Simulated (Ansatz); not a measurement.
# MnO: the change of energy above lowest point with volume scale

Free energy against uniform scaling of the volume at fixed shape and fractions; periodic cell, basis, potentials, k mesh and filling as listed. The results are calculated, by Ansatz 0.2.0.

The cell before it is scaled or strained (space group Fm-3m, No. 225):
```
CELL_PARAMETERS angstrom
0.00000 2.22300 2.22300
2.22300 0.00000 2.22300
2.22300 2.22300 0.00000
ATOMIC_POSITIONS crystal
Mn 0.00000 0.00000 0.00000
O 0.50000 0.50000 0.50000
```

Settings of every row: functional LDA; dispersion none; potentials PAW; wave cutoff 500 eV; density cutoff 2000 eV; k mesh 10x10x10; k shift 0x0x0; occupations fermi dirac; smearing width 0.3 eV; spin collinear.

Limits: coarse k mesh, up to 40 meV an atom off; minimum outside the range; state may not be the lowest; wide smearing; with one magnetic atom in the cell only parallel moments are possible.

```csv
row,volume scale,V (Å³/atom),energy above lowest point (meV/atom)
1,0.9,9.887,0
2,0.925,10.162,17.5
3,0.95,10.436,39.8
4,0.975,10.711,66.2
5,1,10.985,?
6,1.025,11.26,129.6
7,1.05,11.535,165.7
8,1.075,11.809,204.3
9,1.1,12.084,245.1
```

Question: what energy above lowest point should row 5 give?

Worked fit of energy above lowest point. Take u = (V_r/V)^(2/3) − 1 with V_r = 10.986 Å³ an atom, which is twice the finite (Eulerian) strain; such expansions in the strain, on which the Birch-Murnaghan equation of state is built, carry the rest volume and the bulk modulus. The shown rows have u = 0.07279, 0.05335, 0.03483, 0.01704, -0.01629, -0.03199, -0.04702, -0.06153. Least squares give energy above lowest point = 96.34 − 1906.2 × u + 8172 × u² − 2313 × u³ meV/atom; a parabola predicts inner rows, each left out in turn, worse (root mean square 0.19 against 0.063 meV/atom). The rows lie off it by 0.0, -0.1, 0.0, 0.0, 0.0, -0.1, 0.0, 0.0. The withheld row has u = 6e-05, so the fit gives 96.34 − 1906.2 × (6e-05) + 8172 × (6e-05)² − 2313 × (6e-05)³ = 96.2 meV/atom.

The calculation gave 96.3 meV/atom. The fit lies 0.1 meV/atom (0.041 % of the column's range) below it, one unit of the last digit.
